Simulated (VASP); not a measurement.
Input:

```yaml
crystal:
  lattice:
    - [1.75642, -3.04221, 0.00000]
    - [1.75642, 3.04221, 0.00000]
    - [0.00000, 0.00000, 5.66534]
  atoms:
    - { symbol: In, position: [0.66667, 0.33333, 0.49985] }
    - { symbol: In, position: [0.33333, 0.66667, 0.99985] }
    - { symbol: N, position: [0.66667, 0.33333, 0.87915] }
    - { symbol: N, position: [0.33333, 0.66667, 0.37915] }
```

Calculation: PBE GGA, VASP's PBE PAW potentials (set 64) (plane waves; VASP). Numerical set-up: 520 eV cut-off, 10×10×6 Γ-centred mesh, first-order Methfessel-Paxton smearing of 0.10 eV, potentials In_d N.

Question: Give the stress tensor in GPa (positive for a compressed cell).

Answer: 
```
8.52  0.00  0.00
0.00  8.52  0.00
0.00  0.00  8.61
```
The pressure is its mean diagonal, 8.55 GPa.

The compound is InN in the wurtzite structure. This cell is one point of a volume scan, at 0.94 of the reference volume.
